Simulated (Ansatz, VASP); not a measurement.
## Sb3S5: VASP beside Ansatz

```
Sb S
1.0
    -3.67127    3.67127    6.36485
     3.67127   -3.67127    6.36485
     3.67127    3.67127   -6.36485
Sb S
6 10
Direct
  0.32923 0.82923 0.15845
  0.17077 0.32923 0.50000
  0.67077 0.17077 0.84155
  0.82923 0.67077 0.50000
  0.75000 0.75000 0.00000
  0.25000 0.25000 0.00000
  0.31254 0.81254 0.82878
  0.01625 0.51625 0.82878
  0.48375 0.31254 0.50000
  0.18746 0.01625 0.50000
  0.98375 0.48375 0.17122
  0.68746 0.18746 0.17122
  0.50000 0.50000 0.00000
  0.81254 0.98375 0.50000
  0.51625 0.68746 0.50000
  0.00000 0.00000 0.00000
```

Alike in both runs: functional PBE; k mesh 3 × 3 × 3; occupations gaussian, width 0.2 eV; no spin polarisation.

Ansatz relaxed the structure, and its values are those at the end. VASP's run is a single point on that final structure, the one shown.

```csv
,VASP,Ansatz
version,VASP 6.6.1,Ansatz 0.2.0
potentials or method,"VASP PAW PBE potentials, release 64 (Sb, S)","scalar-relativistic, plane waves, PAW"
plane-wave cutoff (eV),520,420
valence electrons in the cell,90,150
```

Ansatz gave:

| Property | Result |
| --- | --- |
| gap on the k mesh at the Fermi level (eV) | none |
| pressure (GPa) | -0.2 |
| rms of the force components (eV/Å) | 0.018 |

Problem. Estimate VASP's values.

Solution. gap on the k mesh at the Fermi level (eV): none; pressure (GPa): -0.5; rms of the force components (eV/Å): 0.022.

A gap of «none» marks a metal or a gap that the smearing closes. The two sets of potentials don't hold the same shells in valence.

Caveats: the k mesh is coarse (spacing up to 0.40 Å⁻¹), so the values aren't converged. Spin-orbit coupling is left out, which matters for the levels of Sb.
